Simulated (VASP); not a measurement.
# TiO2 (Anatase) (I4_1/amd) in VASP: notebook, part 2 of 2

VASP 6.6.1.

**5. Relaxation of cell and atoms, PBE+D3(BJ)**

INCAR reads:

```
PREC     = Accurate       # precision mode
ENCUT    = 600            # plane-wave cutoff, eV
EDIFF    = 1E-6           # SCF threshold, eV
ISMEAR   = 0              # smearing method
SIGMA    = 0.02           # smearing width, eV
LREAL    = False          # projectors in reciprocal space
LASPH    = True           # aspherical terms in the spheres
NELM     = 100            # most SCF steps
ALGO     = Normal         # electronic algorithm
ISIF     = 3              # what is computed and relaxed
LWAVE    = False          # write WAVECAR
LCHARG   = False          # write CHGCAR
GGA      = PE             # functional
IVDW     = 12             # dispersion correction
IBRION   = 2              # ionic algorithm
NSW      = 40             # ionic steps
EDIFFG   = -0.01          # ionic threshold
KPAR     = 2
```

KPOINTS reads:

```
regular mesh
0
Gamma
  8 8 8
```

POSCAR reads:

```
TiO2
1.0
   -1.8921000000      1.8921000000      4.7573000000
    1.8921000000     -1.8921000000      4.7573000000
    1.8921000000      1.8921000000     -4.7573000000
Ti O
2 4
Direct
    0.7500000000      0.2500000000      0.5000000000
    0.0000000000      0.0000000000      0.0000000000
    0.7919000000      0.7919000000      0.0000000000
    0.5419000000      0.0419000000      0.5000000000
    0.9581000000      0.4581000000      0.5000000000
    0.2081000000      0.2081000000      0.0000000000
```

Potentials or basis: VASP PAW PBE potentials, release 64 (Ti_sv, O).

Run with:

```sh
$ cat potpaw_PBE.64/Ti_sv/POTCAR potpaw_PBE.64/O/POTCAR > POTCAR
$ mpirun -np 2 vasp_std > vasp.out
```

OUTCAR:

```text
PREC = Accurate
   ENCUT = 600
   EDIFF = 1E-6
   ISMEAR = 0
   LREAL = False
   LASPH = True
   NELM = 100
   ISIF = 3
   GGA = PE
   IVDW = 12
   IBRION = 2
   NSW = 40
   EDIFFG = -0.01
 IVDW          = 12

 ion  position               nearest neighbor table
   1  0.750  0.250  0.500-   3 1.93   6 1.93   3 1.93   6 1.93   5 1.98   4 1.98
   2  0.000  0.000  0.000-   4 1.93   5 1.93   4 1.93   5 1.93   3 1.98   6 1.98
   3  0.792  0.792  0.000-   1 1.93   1 1.93   2 1.98
   4  0.542  0.042  0.500-   2 1.93   2 1.93   1 1.98
   5  0.958  0.458  0.500-   2 1.93   2 1.93   1 1.98
   6  0.208  0.208  0.000-   1 1.93   1 1.93   2 1.98

  LATTYP: Found a body centered tetragonal cell.
 ALAT       =     3.7842000000
 C/A-ratio  =     2.5142962846

  Lattice vectors:

 A1 = (  -1.8921000000,   1.8921000000,   4.7573000000)
 A2 = (   1.8921000000,  -1.8921000000,   4.7573000000)
 A3 = (   1.8921000000,   1.8921000000,  -4.7573000000)

Analysis of symmetry for initial positions (statically):
=====================================================================
 Subroutine PRICEL returns:
 Original cell was already a primitive cell.

 Routine SETGRP: Setting up the symmetry group for a
 body centered tetragonal supercell.

 Subroutine GETGRP returns: Found 16 space group operations
 (whereof  8 operations were pure point group operations)
 out of a pool of 16 trial point group operations.

The static configuration has the point symmetry D_2d.
 The point group associated with its full space group is D_4h.

Analysis of symmetry for dynamics (positions and initial velocities):
=====================================================================
 Subroutine PRICEL returns:
 Original cell was already a primitive cell.

 Routine SETGRP: Setting up the symmetry group for a
 body centered tetragonal supercell.

 Subroutine GETGRP returns: Found 16 space group operations
 (whereof  8 operations were pure point group operations)
 out of a pool of 16 trial point group operations.

The dynamic configuration has the point symmetry D_2d.
 The point group associated with its full space group is D_4h.

 Subroutine INISYM returns: Found 16 space group operations
 (whereof  8 operations are pure point group operations),
 and found     1 'primitive' translations

----------------------------------------------------------------------------------------

                                     Primitive cell

  volume of cell :      68.1253

  direct lattice vectors                    reciprocal lattice vectors
    -1.892100000  1.892100000  4.757300000     0.000000000  0.264256646  0.105101633
     1.892100000 -1.892100000  4.757300000     0.264256646  0.000000000  0.105101633
     1.892100000  1.892100000 -4.757300000     0.264256646  0.264256646  0.000000000

  length of vectors
     5.458203744  5.458203744  5.458203744     0.284390450  0.284390450  0.373715333

  position of ions in fractional coordinates (direct lattice)
     0.750000000  0.250000000  0.500000000
     0.000000000  0.000000000  0.000000000
     0.791900000  0.791900000  0.000000000
     0.541900000  0.041900000  0.500000000
     0.958100000  0.458100000  0.500000000
     0.208100000  0.208100000  0.000000000

  ion indices of the primitive-cell ions
   primitive index   ion index
                 1           1
                 2           2
                 3           3
                 4           4
                 5           5
                 6           6

----------------------------------------------------------------------------------------

 KPOINTS: regular mesh

Automatic generation of k-mesh.
 Grid dimensions read from file:
 generate k-points for:    8    8    8

 Generating k-lattice:

  Cartesian coordinates                     Fractional coordinates (reciprocal lattice)
     0.000000000  0.033032081  0.013137704     0.125000000  0.000000000 -0.000000000
     0.033032081  0.000000000  0.013137704     0.000000000  0.125000000 -0.000000000
     0.033032081  0.033032081  0.000000000     0.000000000  0.000000000  0.125000000

  Length of vectors
     0.035548806  0.035548806  0.046714417

  Shift w.r.t. Gamma in fractional coordinates (k-lattice)
     0.000000000  0.000000000  0.000000000

 Subroutine IBZKPT returns following result:
 ===========================================

 Found     59 irreducible k-points:

 Following reciprocal coordinates:
            Coordinates               Weight
  0.000000  0.000000  0.000000      1.000000
  0.125000  0.000000  0.000000      8.000000
  0.250000  0.000000  0.000000      8.000000
  0.375000  0.000000 -0.000000      8.000000
  0.500000  0.000000  0.000000      4.000000
  0.125000  0.125000  0.000000      8.000000
[... 16 lines left out ...]
  0.250000  0.125000  0.125000     16.000000
  0.375000  0.125000  0.125000      8.000000
 [... further k-points ...]
   k-points           NKPTS =     59   k-points in BZ     NKDIM =     59   number of bands    NBANDS=     28
   number of dos      NEDOS =    301   number of ions     NIONS =      6
   total plane-waves  NPLWV = 110592
   dimension x,y,z NGX =    48 NGY =   48 NGZ =   48
   dimension x,y,z NGXF=    96 NGYF=   96 NGZF=   96
   ions per type =               2   4
   NGX,Y,Z   is equivalent  to a cutoff of  14.62, 14.62, 14.62 a.u.
   NGXF,Y,Z  is equivalent  to a cutoff of  29.24, 29.24, 29.24 a.u.
 SYSTEM =  unknown system
   PREC   = accura    normal or accurate (medium, high low for compatibility)
   ISTART =      0    job   : 0-new  1-cont  2-samecut
   ICHARG =      2    charge: 1-file 2-atom 10-const
   ISPIN  =      1    spin polarized calculation?
   LNONCOLLINEAR =      F non collinear calculations
   LSORBIT =      F    spin-orbit coupling
   LASPH  =      T    aspherical Exc in radial PAW
   ENCUT  =  600.0 eV  44.10 Ry    6.64 a.u.  10.90 10.90 10.90*2*pi/ulx,y,z
   NELM   =    100;   NELMIN=  2; NELMDL= -5     # of ELM steps
   EDIFF  = 0.1E-05   stopping-criterion for ELM
   LREAL  =      F    real-space projection
   EDIFFG = -.1E-01   stopping-criterion for IOM
   NSW    =     40    number of steps for IOM
   IBRION =      2    ionic relax: 0-MD 1-quasi-New 2-CG
   NFREE  =      1    steps in history (QN), initial steepest desc. (CG)
   ISIF   =      3    stress and relaxation
   ISYM   =      2    0-nonsym 1-usesym 2-fastsym
   POTIM  = 0.5000    time-step for ionic-motion
   TEBEG  =    0.0;   TEEND  =   0.0 temperature during run
   PSTRESS=    0.0 pullay stress
   NELECT =      48.0000    total number of electrons
   NUPDOWN=      -1.0000    fix difference up-down
   EMIN   =  10.00;   EMAX   =-10.00  energy-range for DOS
   EFERMI =   0.00;   METHOD = LEGACY
   ISMEAR =     0;   SIGMA  =   0.02  broadening in eV -4-tet -1-fermi 0-gaus
   EFERMI_NEDOS =   21; number of points for ismear=-14 and -15
   IALGO  =     38    algorithm
   IMIX   =      4    mixing-type and parameters
     AMIX     =   0.40;   BMIX     =  1.00
     AMIX_MAG =   1.60;   BMIX_MAG =  1.00
  volume/ion in A,a.u.               =      11.35        76.62
  Fermi-wavevector in a.u.,A,eV,Ry     =   1.456752  2.752862 28.873289  2.122127
  Thomas-Fermi vector in A             =   2.573634
   LORBIT       =      0    0 simple, 1 ext, 2 COOP (PROOUT), +10 PAW based schemes
   GGA     = PE    functional components
   LHFCALC =     F    Hartree Fock is set to
   AEXX    =    0.0000 exact exchange contribution
   IVDW    =    12    specifies the selected vdW correction
   LEPSILON=     F    determine dielectric tensor
   LRPA    =     F    only Hartree local field effects (RPA)
 conjugate gradient relaxation of ions
 non-spin polarized calculation
 Gauss-broadening in eV      SIGMA  =   0.02
  energy-cutoff  :      600.00
  volume of cell :       68.13
 maximum number of plane-waves:      2299
 NGX is ok and might be reduce to    48
   NGX = 21   NGY = 21   NGZ = 21

--------------------------------------- Ionic step        1  -------------------------------------------

 number of electron      47.9999997 magnetization

 Free energy of the ion-electron system (eV)
  ---------------------------------------------------
  ext. energy  EPLUGINS =         0.00000000
  ---------------------------------------------------
  free energy    TOTEN  =       -53.83474830 eV

  energy without entropy =      -53.83474830  energy(sigma->0) =      -53.83474830

------------------------ aborting loop because EDIFF is reached ----------------------------------------

 Edisp (eV)   -1.35559

 E8    (eV) :    -0.5387
[... 167 lines left out ...]
--------------------------------------- Ionic step        5  -------------------------------------------

 number of electron      47.9999998 magnetization

 Free energy of the ion-electron system (eV)
  ---------------------------------------------------
  ext. energy  EPLUGINS =         0.00000000
  ---------------------------------------------------
  free energy    TOTEN  =       -53.85333924 eV

  energy without entropy =      -53.85333924  energy(sigma->0) =      -53.85333924

 E-fermi :   3.4531     XC(G=0): -10.6927

 val. band max:        3.2948198731   @ k =  -0.3750   0.3750   0.0000
 cond. band min:       5.4082418208   @ k =   0.0000   0.0000   0.0000
 fundamental gap:      2.1134219477
 Fermi energy:         3.4531484235

 k-point     1 :       0.0000    0.0000    0.0000
  band No.  band energies     occupation
      1     -53.1124      2.00000
      2     -53.0550      2.00000
      3     -29.5625      2.00000
      4     -29.3329      2.00000
      5     -29.3329      2.00000
      6     -29.2645      2.00000
[... 733 lines left out ...]
     27       6.9424      0.00000
     28       6.9635      0.00000

 [... further k-points ...]

------------------------ aborting loop because EDIFF is reached ----------------------------------------

 Edisp (eV)   -1.34259

 E8    (eV) :    -0.5334
[... 29 lines left out ...]
  FREE ENERGIE OF THE ION-ELECTRON SYSTEM (eV)
  ---------------------------------------------------
  free  energy   TOTEN  =       -55.1959274371 eV

  energy  without entropy=      -55.1959274371  energy(sigma->0) =      -55.19592744

 reached required accuracy - stopping structural energy minimisation
```

Wall time 4.4 min (2 MPI ranks of Intel Xeon 6975P-C (Granite Rapids), shared host); peak memory 0.4 GiB.

What came out:

```
Free energy                            : -55.1959 eV
Relaxed volume                         : 11.46 Å³/atom
Relaxed cell                           : a = 5.482 Å, b = 5.482 Å, c = 5.482 Å, α = 139.53°, β = 139.53°, γ = 58.56°
Space group after relaxing (to 0.05 Å) : I4_1/amd (No. 141)
Energy gained by relaxing              : 0.9 meV/atom
Ionic steps                            : 5
Pressure after relaxing                : 0.0 GPa
Largest force after relaxing           : 0.006 eV/Å
Band gap on the k mesh                 : 2.11 eV, indirect (least direct gap 2.43 eV)
Dispersion energy per atom             : -0.224 eV
```

Forces on the atoms (eV/Å):
```
Ti   0.000  0.000  0.000
Ti   0.000  0.000  0.000
O    0.000  0.000  0.006
O    0.000  0.000  0.006
O    0.000  0.000 -0.006
O    0.000  0.000 -0.006
```

Stress tensor (GPa, compression positive):
```
0.00 0.00 0.00
0.00 0.00 0.00
0.00 0.00 0.12
```

Step by step:
```csv
step,energy change (eV),largest force (eV/Å),pressure (GPa),volume (Å³)
1,0.0000,0.1296,2.22,68.13
2,0.0044,0.1494,-2.94,69.69
3,-0.0055,0.0054,-0.07,68.78
4,-0.0055,0.0077,-0.03,68.77
5,-0.0056,0.0061,0.04,68.74
```

Final structure:
```
Ti O
1.0
    -1.89583    1.89583    4.78124
     1.89583   -1.89583    4.78124
     1.89583    1.89583   -4.78124
Ti O
2 4
Direct
  0.75000 0.25000 0.50000
  0.00000 0.00000 0.00000
  0.79159 0.79159 0.00000
  0.54159 0.04159 0.50000
  0.95841 0.45841 0.50000
  0.20841 0.20841 0.00000
```

A k mesh can miss the band edges. Zero-point motion and thermal expansion aren't in these numbers.
